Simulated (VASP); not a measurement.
Set up this calculation in VASP 6.6.1, as the native input.

```yaml
Task: relaxation of cell and atoms
Functional: PBEsol
Dispersion: D4
Potentials_or_basis: VASP PAW PBE potentials, release 64 (In_d, Pd)
Cutoff: 600 eV
k_mesh: 8 × 8 × 8
Occupations: fermi-dirac, width 0.05 eV
Spin: no spin polarisation
Further_INCAR_settings: ALGO = Normal; EDIFF = 1e-06; IBRION = 2; EDIFFG = -0.01; NSW = 60; ISIF = 3
```

The structure of InPd lies in POSCAR:

```
InPd
1.0
    3.2718847800      0.0000000000      0.0000000000
    0.0000000000      3.2718847800      0.0000000000
    0.0000000000      0.0000000000      3.2718847800
In Pd
1 1
Direct
    0.0000000000      0.0000000000      0.0000000000
    0.5000000000      0.5000000000      0.5000000000
```

The cell comes from a database or a generator and needn't be the stable form of this composition.

One way to write it, as run:

INCAR

```
SYSTEM = InPd
ALGO = Normal ; EDIFF = 1E-6
EDIFFG = -0.01 ; ENCUT = 600
GGA = PS ; IBRION = 2
ISIF = 3 ; ISMEAR = -1
IVDW = 13 ; LASPH = .True.
LCHARG = .False. ; LREAL = .False.
LWAVE = .False. ; NELM = 100
NSW = 60 ; PREC = Accurate
SIGMA = 0.05
```

KPOINTS

```
k-points
0
Gamma
  8 8 8
  0 0 0
```

Potentials or basis: VASP PAW PBE potentials, release 64 (In_d, Pd).

Run with:

```console
$ cat potpaw_PBE.64/In_d/POTCAR potpaw_PBE.64/Pd/POTCAR > POTCAR
$ mpirun -np 1 vasp_std > vasp.out
```

Results of the run:

```
Relaxed volume                         : 16.84 Å³/atom
Relaxed cell                           : a = 3.229 Å, b = 3.229 Å, c = 3.229 Å, α = 90.00°, β = 90.00°, γ = 90.00°
Space group after relaxing (to 0.05 Å) : Pm-3m (No. 221)
Energy gained by relaxing              : 11.7 meV/atom
Ionic steps                            : 3
Pressure after relaxing                : 0.0 GPa
Band gap on the k mesh                 : none (metal or under the smearing width)
Dispersion energy per atom             : -0.288 eV
```

Caveat: the PAW data sets were made with another functional, which shifts forces and pressure a little; pairwise dispersion overbinds metals, which lowers pressure and volume.

Run time: 57 s on 1 thread of AMD EPYC 7R13 Processor (Zen 3), with other jobs on the host, peak memory 0.15 GiB.
